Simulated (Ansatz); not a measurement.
# Zn: the order of phases at one pressure, part 2 of 2

Aim: bring Zn in several structures (fcc, bcc, hcp, diamond, sc, simple hexagonal) to one pressure and rank them by enthalpy. The pressure is set by scaling the first phase. Methods of the runs shown: LAPW. Companion runs by PAW are cited.

Ansatz 0.2.0; DFT LDA; a cell built from a prototype (fcc type), not taken from measurement. Earlier steps stand in the parts before.

### Step 5. Diamond relaxed under pressure, LAPW

File input.yaml:

```yaml
crystal:
  lattice:
    - [0.0, 2.8188264119, 2.8188264119]
    - [2.8188264119, 0.0, 2.8188264119]
    - [2.8188264119, 2.8188264119, 0.0]
  atoms:
    - { symbol: Zn, position: [-0.125, -0.125, -0.125] }
    - { symbol: Zn, position: [0.125, 0.125, 0.125] }
kpoints:
  mp_grid: { grid: [13, 13, 13] }
scf:
  occupations: { method: fermi_dirac, width: 0.1 }
hamiltonian:
  xc: lda
  pseudopotentials: { kind: all_electron, lapw: { basis_error: 0.0005 } }
output:
  forces: true
  stress: true
  eigenvalues: true
relax:
  f_tol: 0.005
  max_steps: 12
  cell: { p_target: -1.7, stress_tol: 0.03 }
```

Command:

```console
> ansatz run input.yaml --threads 1 --pin off --max-ram 3584MiB --backend cpu --events-out ev --progress --plain --runs-dir out
```

The program printed (excerpt; [...] marks lines left out):

```text
[...]
LAPW: plane waves up to 9.968 Å⁻¹, error target 5.0e-4 eV per atom; small_component_spin mean_spin; Zn in spheres of 1.184 Å, 20 of its electrons in bands, Dirac shells []
[...]
Pseudopotentials: kind: all_electron
Pseudopotential: Zn, LAPW, valence charge 20, Koelling and Harmon's equation, gaussian nucleus
Functional definition: SPW92
[...]
Crystal: 2 atoms, lattice volume = 44.796 Å³
Basis set: ecut = 378.57168126044286 eV, 725 PW (Γ), exchange–correlation at level 2
Bands: 24, of which v1, the nominal top of the filled ones, is band 20 counted from 1 (19 counted from 0)
Symmetry: 48 space group operations
Space group: Fd-3m (ITA 227), of the structure as read, at distance tolerance 3.6e-5 Å
k-points: 84 of 2197
[...]
SCF iter   1: F=—  HF=-97599.659615 eV  |F-HF|=—  |Δ(HF+E_count)|=         —  Δρ=1.54e-2  dr2=9.46e-2  ethr=2.36e-4  ⟨swp⟩=3.0  Hψ=13002  notcnv=0
[...]
Entropy (-TS):   -0.027984 eV (-13.992 meV/atom)
Fermi energy:    7.599818 eV
[...]
--- Forces (eV/Å), atoms counted from 1 ---
  atom   1  Zn    -0.00000000     0.00000000     0.00000000
  atom   2  Zn    -0.00000000     0.00000000     0.00000000
[...]
--- Stress (GPa, compression-positive) ---
       -1.704838       0.000000      -0.000000
        0.000000      -1.704838       0.000000
       -0.000000       0.000000      -1.704838
  P = ⅓ Tr σ = -1.7048 GPa (-17.048 kbar)
--- Band table (eV; the first three rows and the last of 84) ---
[... band rows left out ...]
[...]
--- Relaxed structure (1 steps of the walk, 1 accepted, 1 SCFs on fresh bases) ---
  F+E_penalty+E_count = -97599.48705876 eV   max|allowed force component| = 1.156e-18 eV/Å   (the final SCF, on the basis selected at the relaxed cell)
  cell:  # Å, volume = 44.7956 Å³
    - [0.0, 2.8188264119, 2.8188264119]
    - [2.8188264119, 0.0, 2.8188264119]
    - [2.8188264119, 2.8188264119, 0.0]
  atoms:
    - { symbol: Zn, position: [-0.125, -0.125, -0.125] }
    - { symbol: Zn, position: [0.125, 0.125, 0.125] }
```

Run time: 29 s. Hardware: 1 thread of Intel Xeon Platinum 8375C at 2.90GHz (Ice Lake), shared host; peak memory 0.53 GiB.

Step by step:

```
step  energy from step 1 (eV/cell)  largest force component (eV/Å)  pressure (GPa)  volume (Å³)
   1                        0.0000                          0.0000           -1.70        44.80
   2                        0.0000                          0.0000           -1.70        44.80
```

Step 1 is the start. Step 2 repeats the geometry before on a plane-wave basis chosen anew for that cell, so the energy can jump there without any move; the table keeps such jumps.

| input's cell | before | after | change |
| --- | --- | --- | --- |
| a (Å) | 3.986 | 3.986 | +0.0 % |
| b (Å) | 3.986 | 3.986 | +0.0 % |
| c (Å) | 3.986 | 3.986 | +0.0 % |
| volume (Å³/atom) | 22.40 | 22.40 | +0.0 % |

Read from it: pressure -1.70 GPa; no gap.

### Step 6. Sc relaxed under pressure, LAPW

File input.yaml:

```yaml
crystal:
  lattice:
    - [2.5452070883, 0.0, 0.0]
    - [0.0, 2.5452070883, 0.0]
    - [0.0, 0.0, 2.5452070883]
  atoms:
    - { symbol: Zn, position: [0.0, 0.0, 0.0] }
kpoints:
  mp_grid: { grid: [16, 16, 16] }
scf:
  occupations: { method: fermi_dirac, width: 0.1 }
hamiltonian:
  xc: lda
  pseudopotentials: { kind: all_electron, lapw: { basis_error: 0.0005 } }
output:
  forces: true
  stress: true
  eigenvalues: true
relax:
  f_tol: 0.005
  max_steps: 12
  cell: { p_target: -1.7, stress_tol: 0.03 }
```

Command:

```console
> ansatz run input.yaml --threads 1 --pin off --max-ram 3584MiB --backend cpu --events-out ev --progress --plain --runs-dir out
```

The program printed (excerpt; [...] marks lines left out):

```text
[...]
LAPW: plane waves up to 9.493 Å⁻¹, error target 5.0e-4 eV per atom; small_component_spin mean_spin; Zn in spheres of 1.234 Å, 20 of its electrons in bands, Dirac shells []
[...]
[... 3 set-up lines as earlier in the session ...]
[...]
Crystal: 1 atoms, lattice volume = 16.488 Å³
Basis set: ecut = 343.32688161664686 eV, 251 PW (Γ), exchange–correlation at level 2
Bands: 14, of which v1, the nominal top of the filled ones, is band 10 counted from 1 (9 counted from 0)
[... 1 set-up line as earlier in the session ...]
Space group: Pm-3m (ITA 221), of the structure as read, at distance tolerance 2.5e-5 Å
k-points: 165 of 4096
[...]
SCF iter   1: F=—  HF=-48800.193745 eV  |F-HF|=—  |Δ(HF+E_count)|=         —  Δρ=1.79e-2  dr2=4.40e-2  ethr=2.19e-4  ⟨swp⟩=3.1  Hψ=15413  notcnv=0
[...]
Entropy (-TS):   -0.010685 eV (-10.685 meV/atom)
Fermi energy:    11.862109 eV
[...]
--- Forces (eV/Å), atoms counted from 1 ---
  atom   1  Zn    -0.00000000     0.00000000    -0.00000000
[...]
--- Stress (GPa, compression-positive) ---
       -1.695211       0.000000       0.000000
        0.000000      -1.695211       0.000000
        0.000000       0.000000      -1.695211
  P = ⅓ Tr σ = -1.6952 GPa (-16.952 kbar)
--- Band table (eV; the first three rows and the last of 165) ---
  k-point 0: bands = ["-113.6129", "-68.2153", "-68.2153", "-68.2153", "2.2624", "3.6789", "3.6789", "5.0698", "5.0698", "5.0698", "24.8015", "24.8015", "24.8015", "27.8566"]
[...]
--- Relaxed structure (1 steps of the walk, 1 accepted, 1 SCFs on fresh bases) ---
  F+E_penalty+E_count = -48800.07555861 eV   max|allowed force component| = 0.000e0 eV/Å   (the final SCF, on the basis selected at the relaxed cell)
  cell:  # Å, volume = 16.4881 Å³
    - [2.5452070883, 0.0, 0.0]
    - [0.0, 2.5452070883, 0.0]
    - [0.0, 0.0, 2.5452070883]
  atoms:
    - { symbol: Zn, position: [0.0, 0.0, 0.0] }
```

Run time: 16 s. Hardware: 1 thread of Intel Xeon Platinum 8375C at 2.90GHz (Ice Lake), shared host; peak memory 0.43 GiB.

Step by step:

```
step  energy from step 1 (eV/cell)  largest force component (eV/Å)  pressure (GPa)  volume (Å³)
   1                        0.0000                          0.0000           -1.70        16.49
   2                        0.0000                          0.0000           -1.70        16.49
```

Step 1 is the start. Step 2 repeats the geometry before on a plane-wave basis chosen anew for that cell, so the energy can jump there without any move; the table keeps such jumps.

| input's cell | before | after | change |
| --- | --- | --- | --- |
| a (Å) | 2.545 | 2.545 | +0.0 % |
| b (Å) | 2.545 | 2.545 | +0.0 % |
| c (Å) | 2.545 | 2.545 | +0.0 % |
| volume (Å³/atom) | 16.49 | 16.49 | +0.0 % |

Read from it: pressure -1.70 GPa; no gap.

### Step 7. Simple hexagonal relaxed under pressure, LAPW

input.yaml, as its differences from that of step 6:

```diff
@@ -2,5 +2,5 @@
   lattice:
-    - [2.5452070883, 0.0, 0.0]
-    - [0.0, 2.5452070883, 0.0]
-    - [0.0, 0.0, 2.5452070883]
+    - [2.5028417384, 0.0, 0.0]
+    - [-1.2514208692, 2.1675245271, 0.0]
+    - [0.0, 0.0, 2.9247668428]
   atoms:
@@ -8,3 +8,3 @@
 kpoints:
-  mp_grid: { grid: [16, 16, 16] }
+  mp_grid: { grid: [17, 17, 16] }
 scf:
```

Command:

```console
> ansatz run input.yaml --threads 1 --pin off --max-ram 3584MiB --backend cpu --events-out ev --progress --plain --runs-dir out
```

The program printed (excerpt; [...] marks lines left out):

```text
[...]
LAPW: plane waves up to 9.682 Å⁻¹, error target 5.0e-4 eV per atom; small_component_spin mean_spin; Zn in spheres of 1.214 Å, 20 of its electrons in bands, Dirac shells []
[...]
[... 3 set-up lines as earlier in the session ...]
[...]
Crystal: 1 atoms, lattice volume = 15.867 Å³
Basis set: ecut = 357.1210245912032 eV, 225 PW (Γ), exchange–correlation at level 2
Bands: 14, of which v1, the nominal top of the filled ones, is band 10 counted from 1 (9 counted from 0)
[... 1 set-up line as earlier in the session ...]
Space group: P6/mmm (ITA 191), of the structure as read, at distance tolerance 2.5e-5 Å
k-points: 297 of 4624
[...]
SCF iter   1: F=—  HF=-48800.374897 eV  |F-HF|=—  |Δ(HF+E_count)|=         —  Δρ=2.58e-2  dr2=7.77e-2  ethr=3.86e-4  ⟨swp⟩=2.9  Hψ=27035  notcnv=0
[...]
  atom   1  Zn     0.00000000     0.00000000     0.00000000
[...]
--- Stress (GPa, compression-positive) ---
       -1.722013      -0.000000      -0.000000
       -0.000000      -1.722013      -0.000000
       -0.000000      -0.000000      -1.697253
  P = ⅓ Tr σ = -1.7138 GPa (-17.138 kbar)
--- Band table (eV; the first three rows and the last of 297) ---
  k-point 0: bands = ["-113.1086", "-67.7312", "-67.6896", "-67.6896", "2.3908", "4.3977", "4.8482", "4.8482", "5.5786", "5.5786", "19.4810", "23.8330", "33.8395", "33.8395"]
[...]
--- Relaxed structure (2 steps of the walk, 2 accepted, 1 SCFs on fresh bases) ---
  F+E_penalty+E_count = -48800.21964862 eV   max|allowed force component| = 0.000e0 eV/Å   (the final SCF, on the basis selected at the relaxed cell)
  cell:  # Å, volume = 15.8649 Å³
    - [2.5026886587174126, 0.0, 1.2788503561208588e-34]
    - [-1.2513443293587063, 2.1673919562124824, 1.5756086140184505e-34]
    - [1.4944369278745875e-34, 2.988873855749175e-34, 2.9247704758428195]
  atoms:
    - { symbol: Zn, position: [0.0, 0.0, 0.0] }
```

Wall time 40 s (1 thread of Intel Xeon Platinum 8375C at 2.90GHz (Ice Lake), shared host); peak memory 0.57 GiB.

Relaxation path:

```
step  energy from step 1 (eV/cell)  largest force component (eV/Å)  pressure (GPa)  volume (Å³)
   1                        0.0000                          0.0000           -1.73        15.87
   2                        0.0000                          0.0000           -1.71        15.86
   3                        0.0000                          0.0000           -1.71        15.86
```

Step 1 is the start. Step 3 repeats the geometry before on a plane-wave basis chosen anew for that cell, so the energy can jump there without any move; the table keeps such jumps.

| input's cell | before | after | change |
| --- | --- | --- | --- |
| a (Å) | 2.503 | 2.503 | -0.0 % |
| b (Å) | 2.503 | 2.503 | -0.0 % |
| c (Å) | 2.925 | 2.925 | +0.0 % |
| volume (Å³/atom) | 15.87 | 15.86 | -0.0 % |

In short: pressure -1.71 GPa; no gap.

### Step 8. All runs together

Rows by PAW come from runs of the same series that aren't printed here.

Enthalpy per atom, H = F + pV at p = -1.7 GPa, from each method's lowest phase:

| method | start | space group, start → end | volume (Å³/atom) | pressure (GPa) | enthalpy (meV/atom) |
| --- | --- | --- | --- | --- | --- |
| LAPW | fcc | Fm-3m → Fm-3m | 13.797 | -1.7 | 31.4 |
| LAPW | bcc | Im-3m → Im-3m | 13.948 | -1.7 | 104.9 |
| LAPW | hcp | P6_3/mmc → P6_3/mmc | 13.759 | -1.7 | 0.0 |
| LAPW | diamond | Fd-3m → Fd-3m | 22.398 | -1.7 | 533.5 |
| LAPW | sc | Pm-3m → Pm-3m | 16.488 | -1.7 | 264.2 |
| LAPW | simple hexagonal | P6/mmm → P6/mmm | 15.865 | -1.7 | 126.7 |
| PAW | fcc | Fm-3m → Fm-3m | 13.797 | -1.7 | 31.4 |
| PAW | bcc | Im-3m → Im-3m | 13.948 | -1.7 | 104.9 |
| PAW | hcp | P6_3/mmc → P6_3/mmc | 13.757 | -1.7 | 0.0 |
| PAW | diamond | Fd-3m → Fd-3m | 22.398 | -1.7 | 534.3 |
| PAW | sc | Pm-3m → Pm-3m | 16.488 | -1.7 | 264.7 |
| PAW | simple hexagonal | P6/mmm → P6/mmm | 15.867 | -1.7 | 126.9 |

### Step 9. Summary of results

What follows sums up all 2 parts.

| quantity | value |
| --- | --- |
| pressure | -1.7 GPa |
| lowest (LAPW) | hcp, 31.4 meV/atom under fcc |
| lowest (PAW) | hcp, 31.4 meV/atom under fcc |

In words: By LAPW the order is hcp < fcc < bcc < simple hexagonal < sc < diamond. By PAW the order is hcp < fcc < bcc < simple hexagonal < sc < diamond. The methods agree on the lowest phase. Only these structures were tried, with electrons smeared by 0.1 eV and without vibrations, so the true ground state may be another. The k meshes differ between phases and weren't tested, which can move differences by some meV.
